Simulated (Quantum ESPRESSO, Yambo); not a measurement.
# MgO (Periclase): changed settings of a GW run in Yambo, part 2 of 2

Aim: change inputs of a GW run on MgO (Periclase) and see what moves.

Yambo 5.3.0; PBE and many-body steps on it, plane waves. Known limits of the many-body steps: not at the basis limit.

So far. Step 4 (Damping of G): Against G0W0 in Yambo (8×8×8 mesh, 53 bands, screening to 176.9 eV, Godby-Needs plasmon pole), the gap moves by +0.007 eV. Step 5 (Field direction): Against G0W0 in Yambo (8×8×8 mesh, 53 bands, screening to 176.9 eV, Godby-Needs plasmon pole), the gap moves by +0.000 eV.

The database entry behind the starting cell differs from later determinations by our own check (about 0.1 % long), so it need not match the best structure at ambient conditions.

**6. More G vectors in the random integration**

Level of this step: G0W0 on PBE, plane waves, norm-conserving pseudopotentials (Yambo).

gw7.in

```
HF_and_locXC
gw0
dyson
ppa
em1d
rim_cut
RandQpts= 1000000
RandGvec= 59 RL
EXXRLvcs= 76 Ry
VXCRLvcs= 304 Ry
Chimod= "HARTREE"
% BndsRnXp
 1 | 53 |
%
NGsBlkXp= 13 Ry
% LongDrXp
 1 | 1 | 1 |
%
% GbndRnge
 1 | 53 |
%
DysSolver= "n"
ExtendOut
PPAPntXp= 27.21138 eV
% QPkrange
 1 | 1 | 7 | 10 |
%
QpgFull
```

Started as:

```
OMP_NUM_THREADS=1 mpirun -n 4 yambo -F gw7.in -J gw7,gw1_W -C gw7 > gw7.log
```

Log:

```text
 Yambo, version 5.3.0

 [02] CORE Variables Setup
 =========================

  [... cell, symmetries and grids as in the set-up ...]

  [02.05] Energies & Occupations
  ==============================

  [X] === General ===
  [X] Electronic Temperature                        :  0.000000  0.000000 [eV K]
  [X] Bosonic    Temperature                        :  0.000000  0.000000 [eV K]
  [X] Finite Temperature mode                       : no
  [X] El. density                                   :  0.85343E+24 [cm-3]
[...]
Sx RL components                                 :  1459

   QP @ state[ 1 ] K range                          :  1  1
   QP @ state[ 1 ] b range                          :   7  10
   GF energies kind                                 : Perdew, Burke & Ernzerhof(X)+Perdew, Burke & Ernzerhof(C)
   GF WF`s kind                                     : Perdew, Burke & Ernzerhof(X)+Perdew, Burke & Ernzerhof(C)
   Xs energies kind                                 : Perdew, Burke & Ernzerhof(X)+Perdew, Burke & Ernzerhof(C)
   Xs WF`s kind                                     : Perdew, Burke & Ernzerhof(X)+Perdew, Burke & Ernzerhof(C)

 [11] Game Over & Game summary
```

The job ended after 7.9 min (4 MPI ranks of Intel Xeon Platinum 8259CL at 2.50GHz (Skylake/Cascade Lake), shared host; peak memory 1.4 GiB).

This step gave:

```yaml
g0w0_gap_on_the_points_computed: 6.888 eV
starting_gap_on_the_mesh: 4.733 eV
k_of_the_valence_top: 0, 0, 0
k_of_the_conduction_bottom: 0, 0, 0
least_direct_g0w0_gap_on_the_computed_points: 6.888 eV
```

Against G0W0 in Yambo (8×8×8 mesh, 53 bands, screening to 176.9 eV, Godby-Needs plasmon pole), the gap moves by +0.006 eV.

**7. Exchange cutoff of one rydberg**

gw9.in

```
HF_and_locXC
gw0
dyson
ppa
em1d
rim_cut
RandQpts= 1000000
RandGvec= 1 RL
EXXRLvcs= 1 Ry
VXCRLvcs= 304 Ry
Chimod= "HARTREE"
% BndsRnXp
 1 | 53 |
%
NGsBlkXp= 13 Ry
% LongDrXp
 1 | 1 | 1 |
%
% GbndRnge
 1 | 53 |
%
DysSolver= "n"
ExtendOut
PPAPntXp= 27.21138 eV
% QPkrange
 1 | 1 | 7 | 10 |
%
```

Started as:

```
OMP_NUM_THREADS=1 mpirun -n 4 yambo -F gw9.in -J gw9,gw1_W -C gw9 > gw9.log
```

Log:

```text
 Yambo, version 5.3.0

 [02] CORE Variables Setup
 =========================

  [... cell, symmetries and grids as in the set-up ...]

  [02.05] Energies & Occupations
  ==============================

  [X] === General ===
  [X] Electronic Temperature                        :  0.000000  0.000000 [eV K]
  [X] Bosonic    Temperature                        :  0.000000  0.000000 [eV K]
  [X] Finite Temperature mode                       : no
  [X] El. density                                   :  0.85343E+24 [cm-3]
  [X] Fermi Level                                   :  8.010855 [eV]

  [X] === Gaps and Widths ===
  [X] Conduction Band Min                           :  4.733022 [eV]
  [X] Valence Band Max                              :  0.000000 [eV]
  [X] Filled Bands                                  :   8
  [X] Empty Bands                                   :    9   53
  [X] Direct Gap                                    :  4.733022 [eV]
  [X] Direct Gap localized at k                     :  1
  [X] Indirect Gap                                  :  4.733022 [eV]
  [X] Indirect Gap between kpts                     :  1  1
  [X] Last valence band width                       :  1.746695 [eV]
  [X] 1st conduction band width                     :  6.928393 [eV]

 [03] Transferred momenta grid and indexing
 ==========================================

 IBZ Q-points                                      :  29
 BZ  Q-points                                      :   512

 K/Q-points units:
 rlu = crystal or reduced units; cc = cartesian coordinates; iku = interal k-units

 Q [ 1]         [rlu]:  0.000000  0.000000  0.000000
 Q [ 2]         [rlu]:  0.76839E-18  0.76839E-18  0.12500
 Q [ 3]         [rlu]:  0.15368E-17  0.15368E-17  0.25000
[...]
Q [ 8]         [rlu]: -0.26219E-16  0.12500      0.37500
 Q [ 9]         [rlu]: -0.93731E-17  0.12500      0.50000
 Q [10]         [rlu]: -0.30736E-17  0.12500     -0.37500
     [... 17 further rows ...]
 Q [28]         [rlu]:  0.125000 -0.500000 -0.375000
 Q [29]         [rlu]:  0.250000 -0.500000 -0.250000

 [04] Coloumb potential Random Integration (RIM)
 ===============================================

 Summary of Coulomb integrals for non-metallic bands |Q|[au] RIM/Bare

 Q [1] 0.100000E-4 0.995998 * Q [2] 0.170706 1.064319
 Q [6] 0.197114 1.063169 * Q [12] 0.278761 1.026442
 Q [7] 0.326877 1.018967 * Q [3] 0.341411 1.016617
[...]
Q [26] 0.757031 1.003655 * Q [21] 0.788456 1.003828
 Q [28] 0.812722 1.003613 * Q [20] 0.836284 1.003282
 Q [29] 0.881520 1.003117

 [05] Dipoles
 ============

  [05.01] Setup: observables and procedures
  =========================================

 [06] Dynamic Dielectric Matrix (PPA)
 ====================================

   Sc/G bands                                       :    1   53
   Sc/G damping                                     :  0.100000 ev
   Sc bands terminator                              : no
   Sx RL components                                 :   9

   QP @ state[ 1 ] K range                          :  1  1
   QP @ state[ 1 ] b range                          :   7  10
   GF energies kind                                 : Perdew, Burke & Ernzerhof(X)+Perdew, Burke & Ernzerhof(C)
   GF WF`s kind                                     : Perdew, Burke & Ernzerhof(X)+Perdew, Burke & Ernzerhof(C)
   Xs energies kind                                 : Perdew, Burke & Ernzerhof(X)+Perdew, Burke & Ernzerhof(C)
   Xs WF`s kind                                     : Perdew, Burke & Ernzerhof(X)+Perdew, Burke & Ernzerhof(C)

 [11] Game Over & Game summary
```

Elapsed: 50 s, on 4 MPI ranks; peak memory 1.4 GiB; 3.3 min of CPU time.

The run ended normally, though the input holds a fault or crude settings.

The fault put into this input: exchange cutoff of one rydberg. It printed a gap of 4.49 eV, an artefact of the input.

**8. Side by side**

Times are wall times on 4 MPI ranks of Intel Xeon Platinum 8259CL at 2.50GHz (Skylake/Cascade Lake), shared host, good to a factor of about two.

```tsv
run	mesh	bands	screening cutoff (eV)	DFT gap (eV)	gap on the mesh (eV)	direct (eV)	time
base	8×8×8	53	176.9	4.733	6.882	6.882	7.6 min
pole fitted at another frequency	8×8×8	53	176.9	4.733	6.792	6.792	7.5 min
damping of G	8×8×8	53	176.9	4.733	6.889	6.889	47 s
field direction	8×8×8	53	176.9	4.733	6.882	6.882	7.3 min
more G vectors in the random integration	8×8×8	53	176.9	4.733	6.888	6.888	7.9 min
```

**9. Summary of results**

* base: 6.882 eV
* pole fitted at another frequency: 6.792 eV
* damping of G: 6.889 eV
* field direction: 6.882 eV
* more G vectors in the random integration: 6.888 eV
* known limits: not at the basis limit

**Reading.** Pole fitted at another frequency: −0.089 eV against base (keys changed: PPAPntXp). Damping of G: +0.007 eV against base (keys changed: GDamping). Field direction: no change against base (keys changed: LongDrXp). More G vectors in the random integration: +0.006 eV against base (keys changed: RandGvec and QpgFull; the shift is their joint effect). Bands and cutoff are finite, so the gap is not at the basis limit. The miss can reach some tenths of an eV and take either sign; the mesh is an error of its own. In the G0W0 runs levels were corrected at 1 k point alone, so a gap called «on the mesh» is the least over those, and an edge elsewhere would be missed.

[Paths, hosts, dates, memory and timing lines, banners, echoed tables and standing remarks are left out of the program output.]

[Logs are printed without paths, hosts, clocks, repeated set-up lines and the standing remarks that a program may print on its own settings, such as how far it seeks lower states.]

[Runs of the session that timed out or met a known fault of the program may be left out.]

[Hosts, paths, dates, database ids (printed as entryN), source tags and the programs' standing remarks are cut or masked in the printed files.]
